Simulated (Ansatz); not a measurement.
A series in volume per atom on YN

Results calculated with Ansatz 0.2.0, not measured. Periodic Kohn-Sham DFT of a crystal at fixed atoms; Kohn-Sham levels at symmetry points; band -1 is the highest filled and +1 the lowest empty one at that point, spin up along a +z start moment.

Cell of the first row (space group Fm-3m, No. 225):
```
YN
1.0
      0.0000     2.4221     2.4221
      2.4221     0.0000     2.4221
      2.4221     2.4221     0.0000
Y N
1 1
Direct
  0.00000 0.00000 0.00000
  0.50000 0.50000 0.50000
```

Settings of every row: method all-electron LAPW; functional LDA; relativity scalar; k mesh 9x9x9; filling fermi-dirac; smearing width 0.03 eV; basis error target 0.5 meV/atom; nucleus gaussian.

Atom start moment: 0 on all atoms.

Limits: small gap, it may come from the mesh; semilocal functionals tend to give too small a gap.

```
row  volume per atom (Å³)  smallest direct gap on path (eV)  band gap (eV)
  1                 14.21                              0.41          0.047
  2                14.355                             0.438          0.066
  3                  14.5                             0.465          0.084
  4                14.645                             0.491          0.102
  5                 14.79                                 ?              ?
  6                 15.08                             0.563          0.152
  7                 15.37                             0.607          0.183
```

Question: what smallest direct gap on path should row 5 give?

Worked fit of smallest direct gap on path. Take t = volume per atom − 15, in Å³. The shown rows have t = -0.79, -0.645, -0.5, -0.355, 0.08, 0.37. Least squares give smallest direct gap on path = 0.5506 + 0.1603 × t − 0.0222 × t² eV; a straight line predicts inner rows, each left out in turn, worse (root mean square 0.0029 against 0.00027 eV). All shown rows lie on it to the printed digit. The withheld row has t = -0.21, so the fit gives 0.5506 + 0.1603 × (-0.21) − 0.0222 × (-0.21)² = 0.516 eV.

The calculation gave 0.516 eV. The fit meets it to the printed digit.

The other values of row 5: band gap 0.119 eV.
